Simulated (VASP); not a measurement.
# MnO (F-43m) in VASP: a series of runs

The runs below take MnO through optical spectrum, density of states, with LDA.

Everything below comes from runs of VASP 6.6.1. Logs are shortened: lines on timing, memory, paths and dates and some standing lists are left out, and cuts for length are marked.

## 1. The crystal as given

Symmetry: F-43m, No. 216, cubic system. The conventional cell has a = 4.873 Å, b = 4.873 Å, c = 4.873 Å, α = 90.00°, β = 90.00°, γ = 90.00°. Around Mn (site symmetry -43m) lie 4 O at 2.11 Å. Around O (site symmetry -43m) lie 4 Mn at 2.11 Å.

Measurements of this composition are mostly on another form, of space group No. 225.

## 2. Optical spectrum, LDA, collinear spin, ferromagnetic start

The input, INCAR:

```
PREC     = Accurate       # precision mode
ENCUT    = 520            # plane-wave cutoff, eV
EDIFF    = 1E-6           # SCF threshold, eV
ISMEAR   = 0              # smearing method
SIGMA    = 0.02           # smearing width, eV
LREAL    = False          # projectors in reciprocal space
LASPH    = True           # aspherical terms in the spheres
NELM     = 120            # most SCF steps
ALGO     = Fast           # electronic algorithm
ISIF     = 2              # what is computed and relaxed
LWAVE    = False          # write WAVECAR
LCHARG   = False          # write CHGCAR
ISPIN    = 2              # spin polarisation
MAGMOM   = 4 0            # initial moments
LORBIT   = 11             # projections on sites
LMAXMIX  = 4              # l up to which the mixer works
LOPTICS  = True           # frequency-dependent dielectric function
NBANDS   = 42             # bands
NEDOS    = 1000           # points of the DOS
CSHIFT   = 0.1
```

The input, KPOINTS:

```
Automatic mesh
0
Gamma
  9 9 9
```

The input, POSCAR:

```
MnO
1.0
    0.0000000000      2.4365134300      2.4365134300
    2.4365134300      0.0000000000      2.4365134300
    2.4365134300      2.4365134300      0.0000000000
Mn O
1 1
Direct
    0.0000000000      0.0000000000      0.0000000000
    0.2500000000      0.2500000000      0.2500000000
```

Potentials or basis: VASP PAW LDA potentials, release 64 (Mn_pv, O).

Command:

```sh
$ cat potpaw_LDA.64/Mn_pv/POTCAR potpaw_LDA.64/O/POTCAR > POTCAR
$ mpirun -np 1 vasp_std > vasp.out
```

OUTCAR:

```text
PREC = Accurate
   ENCUT = 520
   EDIFF = 1E-6
   ISMEAR = 0
   LREAL = False
   LASPH = True
   NELM = 120
   ISIF = 2
   ISPIN = 2
   LORBIT = 11

 ion  position               nearest neighbor table
   1  0.000  0.000  0.000-   2 2.11   2 2.11   2 2.11   2 2.11
   2  0.250  0.250  0.250-   1 2.11   1 2.11   1 2.11   1 2.11

  LATTYP: Found a face centered cubic cell.
 ALAT       =     4.8730268600

  Lattice vectors:

 A1 = (   0.0000000000,   2.4365134300,   2.4365134300)
 A2 = (   2.4365134300,   0.0000000000,   2.4365134300)
 A3 = (   2.4365134300,   2.4365134300,   0.0000000000)

Analysis of symmetry for initial positions (statically):
=====================================================================
 Subroutine PRICEL returns:
 Original cell was already a primitive cell.

 Routine SETGRP: Setting up the symmetry group for a
 face centered cubic supercell.

 Subroutine GETGRP returns: Found 24 space group operations
 (whereof 24 operations were pure point group operations)
 out of a pool of 48 trial point group operations.

The static configuration has the point symmetry T_d .

Analysis of symmetry for dynamics (positions and initial velocities):
=====================================================================
 Subroutine PRICEL returns:
 Original cell was already a primitive cell.

 Routine SETGRP: Setting up the symmetry group for a
 face centered cubic supercell.

 Subroutine GETGRP returns: Found 24 space group operations
 (whereof 24 operations were pure point group operations)
 out of a pool of 48 trial point group operations.

The dynamic configuration has the point symmetry T_d .

Analysis of structural, dynamic, and magnetic symmetry:
[... 1352 lines left out ...]
      0.00000      0.00000      0.00000        -0.000000     -0.000000     -0.000000
      1.21826      1.21826      1.21826         0.000000      0.000000      0.000000
 -----------------------------------------------------------------------------------
    total drift:                                0.000000      0.000000      0.000000

  FREE ENERGIE OF THE ION-ELECTRON SYSTEM (eV)
  ---------------------------------------------------
  free  energy   TOTEN  =       -17.2915921844 eV

  energy  without entropy=      -17.2914852900  energy(sigma->0) =      -17.29153874

 electrical conductivity sigma (Mega S m-1) (frequency dependency in vasprun.xml)
  --------------------------------------------------------------------------------------
       0.000       0.000       0.000
       0.000       0.000       0.000
       0.000       0.000       0.000

  frequency dependent IMAGINARY DIELECTRIC FUNCTION (independent particle, no local field effects) density-density
     E(ev)      X         Y         Z        XY        YZ        ZX
  --------------------------------------------------------------------------------------------------------------
     0.00000     0.00000     0.00000     0.00000     0.00000     0.00000     0.00000
     1.28400     4.98331     4.98331     4.98331     0.00000     0.00000     0.00000
     2.56799     1.26970     1.26970     1.26970     0.00000     0.00000     0.00000
     3.85199     1.28106     1.28106     1.28106     0.00000     0.00000    -0.00000
     5.13599     4.50031     4.50031     4.50031     0.00000    -0.00000     0.00000
     6.41999     2.77376     2.77376     2.77376     0.00000     0.00000     0.00000
[... 92 lines left out ...]
   125.83174     0.00000     0.00000     0.00000     0.00000     0.00000     0.00000
   127.11573     0.00000     0.00000     0.00000     0.00000     0.00000     0.00000

  frequency dependent      REAL DIELECTRIC FUNCTION (independent particle, no local field effects) density-density
     E(ev)        X           Y           Z          XY          YZ          ZX
  --------------------------------------------------------------------------------------------------------------
     0.00000    15.82727    15.82727    15.82727     0.00000     0.00000    -0.00000
     1.28400     3.91455     3.91455     3.91455    -0.00000    -0.00000    -0.00000
     2.56799     4.30539     4.30539     4.30539     0.00000     0.00000    -0.00000
     3.85199     5.44506     5.44506     5.44506     0.00000     0.00000    -0.00000
     5.13599     7.30097     7.30097     7.30097    -0.00000     0.00000    -0.00000
     6.41999     1.07337     1.07337     1.07337    -0.00000    -0.00000    -0.00000
[... 92 lines left out ...]
   125.83174     0.95720     0.95720     0.95720    -0.00000     0.00000     0.00000
   127.11573     0.95819     0.95819     0.95819    -0.00000     0.00000     0.00000

  frequency dependent IMAGINARY DIELECTRIC FUNCTION (independent particle, no local field effects) current-current
     E(ev)      X         Y         Z        XY        YZ        ZX
  --------------------------------------------------------------------------------------------------------------
     0.00000     1.45214     1.45214     1.45214     0.00000     0.00000     0.00000
     1.28400     5.28107     5.28107     5.28107    -0.00000     0.00000     0.00000
     2.56799     1.26151     1.26151     1.26151    -0.00000    -0.00000     0.00000
     3.85199     1.26046     1.26046     1.26046    -0.00000    -0.00000    -0.00000
     5.13599     4.46967     4.46967     4.46967     0.00000     0.00000     0.00000
     6.41999     2.76769     2.76769     2.76769     0.00000    -0.00000     0.00000
[... 92 lines left out ...]
   125.83174     0.00000     0.00000     0.00000     0.00000     0.00000     0.00000
   127.11573     0.00000     0.00000     0.00000     0.00000     0.00000     0.00000

  frequency dependent      REAL DIELECTRIC FUNCTION (independent particle, no local field effects) current-current
     E(ev)        X           Y           Z          XY          YZ          ZX
  --------------------------------------------------------------------------------------------------------------
     0.00000     8.12289     8.12289     8.12289     0.00000     0.00000     0.00000
     1.28400     3.45405     3.45405     3.45405     0.00000    -0.00000    -0.00000
     2.56799     4.18042     4.18042     4.18042     0.00000     0.00000     0.00000
     3.85199     5.39488     5.39488     5.39488     0.00000     0.00000     0.00000
     5.13599     7.09741     7.09741     7.09741     0.00000    -0.00000     0.00000
     6.41999     0.95915     0.95915     0.95915     0.00000     0.00000    -0.00000
[... 92 lines left out ...]
   125.83174     0.95721     0.95721     0.95721    -0.00000    -0.00000     0.00000
   127.11573     0.95820     0.95820     0.95820    -0.00000    -0.00000     0.00000

 total charge

# of ion       s       p       d       tot
------------------------------------------
    1        0.229   6.195   4.926  11.350
    2        1.542   3.392   0.000   4.934
--------------------------------------------------
tot          1.771   9.587   4.926  16.284

 magnetization (x)

# of ion       s       p       d       tot
------------------------------------------
    1        0.032   0.049   4.315   4.395
    2        0.017   0.186   0.000   0.204
--------------------------------------------------
tot          0.049   0.235   4.315   4.599
```

Run time: 49 s. Hardware: 1 thread of Intel Xeon 6975P-C (Granite Rapids), shared host; peak memory 0.23 GiB.

What came out:

```
Free energy                                           : -17.2916 eV
Pressure                                              : -13.2 GPa
Band gap on the k mesh                                : none (metal or under the smearing width)
Net moment                                            : 4.99 μB per cell
Site moments                                          : Mn +4.39; O +0.20 μB
Valence electrons inside the program's atomic spheres : Mn 11.35; O 4.93
```

Levels at points of the mesh, in eV from the Fermi level:
Spin up:
```csv
k point,band 8,band 9,band 10,band 11,band 12,band 13,band 14,band 15,band 16,band 17
"(0.00, 0.00, 0.00)",-2.56,-2.56,-1.35,0.04,0.04,0.04,11.57,11.57,11.57,16.61
```
Spin down:
```csv
k point,band 3,band 4,band 5,band 6,band 7,band 8,band 9,band 10,band 11,band 12
"(0.00, 0.00, 0.00)",-45.54,-18.51,-4.40,-4.40,-4.40,-0.28,1.25,1.25,3.08,3.08
```

Dielectric function (mean over the directions given):
```
energy (eV)  real part  imaginary part
       0.26       7.63            6.83
       0.90       7.80            9.98
       1.54       3.60            7.19
       2.18       3.99            0.88
       2.95       3.55            0.03
       3.60       4.84            0.75
       4.24       6.21            0.58
       4.88       6.47            4.07
       5.65       4.00           10.35
       6.29       0.66            5.03
       6.93      -0.41            6.25
       7.70       0.35            1.58
       8.35       1.33            3.58
       8.99       1.22            1.55
       9.63       1.42            2.62
      10.40       0.31            1.11
      11.04       1.39            1.49
      11.68       1.09            2.01
      12.33       0.26            1.80
      13.10       0.48            1.04
      13.74       0.55            1.57
      14.38      -0.10            1.70
      15.15       0.24            0.50
      15.79       0.22            1.26
      16.44       0.61            1.27
      17.08       0.11            0.79
      17.85       0.21            0.69
      18.49       0.44            0.80
      19.13       0.62            0.46
      19.90       0.68            0.52
```

Caveat: spectra need much finer meshes, so this one isn't converged; independent-particle spectra lack excitons; the intraband (Drude) part of a metal's response may be missing; a cell with one magnetic atom can't hold antiferromagnetic order, which such compounds often take; semilocal functionals often make such compounds metallic where correlation or magnetic order opens a gap, which also shifts bond lengths.

(Continued in part 2 of 2.)
